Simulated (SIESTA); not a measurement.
## AlN in SIESTA: the effect of functional

AlN:

```xyz
4
Lattice="3.1130 0.0000 0.0000 -1.5565 2.6959 0.0000 0.0000 0.0000 4.9810" Properties=species:S:1:pos:R:3 pbc="T T T"
Al    1.5565    0.8986    2.4905
Al    0.0000    1.7973    0.0000
N     1.5565    0.8986    4.3833
N     0.0000    1.7973    1.8928
```

Alike in all runs:

- Program: SIESTA 5.4.2
- Task: band structure
- Basis: DZP (energy shift 0.003 Ry)
- Grid cutoff: 800 Ry
- Energy shift: 0.003 Ry
- k mesh: 10 × 10 × 6
- Occupations: fermi-dirac, width 0.05 eV
- Spin: no spin polarisation

| functional | potentials or basis | gap on the mesh (eV) | pressure (GPa) |
| --- | --- | --- | --- |
| LDA | PseudoDojo 0.4 standard (LDA files) | 4.42 | -3.8 |
| PBEsol | PseudoDojo 0.4 standard (PBEsol files) | 4.28 | 1.9 |
| AM05 | PseudoDojo 0.4 standard (PBEsol files) | 4.29 | 1.7 |
| WC | PseudoDojo 0.4 standard (PBEsol files) | 4.29 | 2.1 |
| PW91 | PseudoDojo 0.4 standard (PBE files) | ? | ? |
| revPBE | PseudoDojo 0.4 standard (PBE files) | 4.37 | 5.8 |
| RPBE | PseudoDojo 0.4 standard (PBE files) | 4.39 | 6.0 |

What does the run with functional PW91 give?

gap on the mesh 4.37 eV; pressure 5.2 GPa.

Caveats: the basis of atomic orbitals isn't converged, which shifts pressures, moduli and gaps; the potentials were made for another functional, which shifts forces and pressure (some runs).

Runs at the PBE level aren't shown here.
